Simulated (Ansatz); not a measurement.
# InP (Fm-3m): seeking the equilibrium cell

Aim: the volume at which the pressure of InP (Fm-3m) vanishes.

Method: DFT PBE, scalar-relativistic, plane waves, PAW, in Ansatz 0.2.0.

### 1 Starting point

The structure is cubic, space group Fm-3m (No. 225). The conventional cell has a = 5.538 Å, b = 5.538 Å, c = 5.538 Å, α = 90.00°, β = 90.00°, γ = 90.00°. In (site symmetry m-3m) is surrounded by 6 P at 2.77 Å. Around P (site symmetry m-3m) lie 6 In at 2.77 Å.

Coordinates:

```
In P
1.0
     0.00000    2.76883    2.76883
     2.76883    0.00000    2.76883
     2.76883    2.76883    0.00000
In P
1 1
Cartesian
  0.0000 0.0000 0.0000
  2.7688 2.7688 2.7688
```

### 2 First run, at the start cell

Contents of input.yaml:

```yaml
crystal:
  lattice:
    - [0.0, 2.768834, 2.768834]
    - [2.768834, 0.0, 2.768834]
    - [2.768834, 2.768834, 0.0]
  atoms:
    - { symbol: In, position: [0.0, 0.0, 0.0] }
    - { symbol: P, position: [0.5, 0.5, 0.5] }
basis:
  ecutwfc: 420
  ecutrho_ratio: 4
kpoints:
  mp_grid: { grid: [14, 14, 14] }
hamiltonian:
  xc: pbe
scf:
  occupations: { method: gaussian, width: 0.05 }
output:
  forces: true
  stress: true
  eigenvalues: true
```

Launch:

```
$ ansatz run input.yaml --threads 1 --pin off --max-ram 2560MiB --backend cpu --events-out ev --progress --plain --runs-dir out
```

After this run come: Next volume, run 2; A new volume, run 3.

Before running it: what results should come out? Wanted: volume; pressure; conventional cell; gap on the mesh.

The runs gave:

| quantity | value |
| --- | --- |
| volume | 21.254 Å³/atom |
| pressure | 0.00 GPa |
| conventional cell | a = 5.540 Å, b = 5.540 Å, c = 5.540 Å, α = 90.00°, β = 90.00°, γ = 90.00° |
| gap on the mesh | none (metal) |

In words: The volume went from 21.23 to 21.25 Å³/atom (+0.1 %), where 0.00 GPa is left.
